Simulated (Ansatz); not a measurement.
# C: the cost of one run

Program: Ansatz 0.2.0. Level of theory: DFT PBE, plane waves, PAW, scalar-relativistic, no spin polarisation. These are calculated values, not measurements.

**1. Starting point**

The cell holds 18 atoms (C18): a = 7.398 Å, b = 7.398 Å, c = 13.000 Å, α = 90.00°, β = 90.00°, γ = 120.00°.

Coordinates:

```
C
1.0
     7.39800    0.00000    0.00000
    -3.69900    6.40686    0.00000
     0.00000    0.00000   13.00000
C
18
Direct
  0.00000 0.00000 0.07692
  0.22222 0.11111 0.07692
  0.00000 0.33333 0.07692
  0.22222 0.44444 0.07692
  0.00000 0.66667 0.07692
  0.22222 0.77778 0.07692
  0.33333 0.00000 0.07692
  0.55556 0.11111 0.07692
  0.33333 0.33333 0.07692
  0.55556 0.44444 0.07692
  0.33333 0.66667 0.07692
  0.55556 0.77778 0.07692
  0.66667 0.00000 0.07692
  0.88889 0.11111 0.07692
  0.66667 0.33333 0.07692
  0.88889 0.44444 0.07692
  0.66667 0.66667 0.07692
  0.88889 0.77778 0.07692
```

**2. Relaxing the start**

input.yaml reads:

```yaml
crystal:
  lattice:
    - [7.398, 0.0, 0.0]
    - [-3.699, 6.406856, 0.0]
    - [0.0, 0.0, 13.0]
  atoms:
    - { symbol: C, position: [0.0, 0.0, 0.0769231] }
    - { symbol: C, position: [0.2222222, 0.1111111, 0.0769231] }
    - { symbol: C, position: [0.0, 0.3333333, 0.0769231] }
    - { symbol: C, position: [0.2222222, 0.4444444, 0.0769231] }
    - { symbol: C, position: [0.0, 0.6666667, 0.0769231] }
    - { symbol: C, position: [0.2222222, 0.7777778, 0.0769231] }
    - { symbol: C, position: [0.3333333, 0.0, 0.0769231] }
    - { symbol: C, position: [0.5555556, 0.1111111, 0.0769231] }
    - { symbol: C, position: [0.3333333, 0.3333333, 0.0769231] }
    - { symbol: C, position: [0.5555556, 0.4444444, 0.0769231] }
    - { symbol: C, position: [0.3333333, 0.6666667, 0.0769231] }
    - { symbol: C, position: [0.5555556, 0.7777778, 0.0769231] }
    - { symbol: C, position: [0.6666667, 0.0, 0.0769231] }
    - { symbol: C, position: [0.8888889, 0.1111111, 0.0769231] }
    - { symbol: C, position: [0.6666667, 0.3333333, 0.0769231] }
    - { symbol: C, position: [0.8888889, 0.4444444, 0.0769231] }
    - { symbol: C, position: [0.6666667, 0.6666667, 0.0769231] }
    - { symbol: C, position: [0.8888889, 0.7777778, 0.0769231] }
basis:
  ecutwfc: 420.0
kpoints:
  mp_grid: { grid: [2, 2, 1] }
hamiltonian:
  xc: pbe
  pseudopotentials: { kind: paw, azcp: { folder: soft_1 } }
scf:
  occupations: { method: fermi_dirac, width: 0.05 }
  lower_state_search: "off"
relax:
  f_tol: 0.08
  max_steps: 25
  adjacent_minimum: "off"
```

Command:

```
ansatz run input.yaml --threads 1 --pin off --max-ram 3072MiB --backend cpu --events-out ev --progress --plain --runs-dir out
```

What time and memory should one allow on 1 thread of Arm Neoverse V2, shared host?

About 4 s, with a peak of 0.58 GiB.
